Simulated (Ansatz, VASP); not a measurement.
## One calculation of AgCl, two programs

Contents of INCAR:

```
SYSTEM = AgCl
PREC = Accurate
ENCUT = 520
EDIFF = 1E-7
ISMEAR = -1
SIGMA = 0.01
LREAL = .FALSE.
LASPH = .TRUE.
NELM = 100
ALGO = Normal
ISIF = 2
LWAVE = .FALSE.
LCHARG = .FALSE.
NBANDS = 16
```

The input KPOINTS:

```
regular mesh
0
G
  9 9 9
  0 0 0
```

POSCAR

```
AgCl
1.0
    0.0000000000      2.7731500000      2.7731500000
    2.7731500000      0.0000000000      2.7731500000
    2.7731500000      2.7731500000      0.0000000000
Ag Cl
1 1
Direct
    0.5000000000      0.5000000000      0.5000000000
    0.0000000000      0.0000000000      0.0000000000
```

Input for Ansatz:

```yaml
crystal:
  lattice:
    - [0.0, 2.77315, 2.77315]
    - [2.77315, 0.0, 2.77315]
    - [2.77315, 2.77315, 0.0]
  atoms:
    - { symbol: Ag, position: [0.5, 0.5, 0.5] }
    - { symbol: Cl, position: [0.0, 0.0, 0.0] }
kpoints:
  mp_grid: { grid: [9, 9, 9] }
  band_path:
    path:
      - [0.0, 0.0, 0.0]
      - [0.5, 0.0, 0.5]
      - [0.625, 0.25, 0.625]
      - [0.375, 0.375, 0.75]
      - [0.0, 0.0, 0.0]
      - [0.5, 0.5, 0.5]
      - [0.5, 0.25, 0.75]
      - [0.5, 0.0, 0.5]
    npoints: 5
scf:
  occupations: { method: fermi_dirac, width: 0.01 }
hamiltonian:
  xc: lda
  pseudopotentials: { kind: all_electron, lapw: { basis_error: 0.0005 } }
output:
  forces: true
  stress: true
  eigenvalues: true
```

Alike in both runs: task single point; functional LDA; k mesh 9 × 9 × 9; occupations fermi-dirac, width 0.01 eV; no spin polarisation.

|  | VASP | Ansatz |
| --- | --- | --- |
| version | VASP 6.6.1 | Ansatz 0.2.0 |
| potentials or method | VASP PAW LDA potentials, release 64 (Ag, Cl) | all-electron LAPW, scalar-relativistic |
| plane-wave cutoff (eV) | 520 | see its input |

```tsv
	VASP	Ansatz	Ansatz less VASP
gap on the k mesh at the Fermi level (eV)	0.69	0.66	-0.027
pressure (GPa)	-5.6	-5.6	+0.01
```

Ansatz ran all-electron here, so the differences hold the error of VASP's frozen core and of both bases.

Caveats: an odd mesh through Γ misses points on the zone boundary, where band edges often lie. LDA gaps usually lie below the measured ones, often by a third to a half.
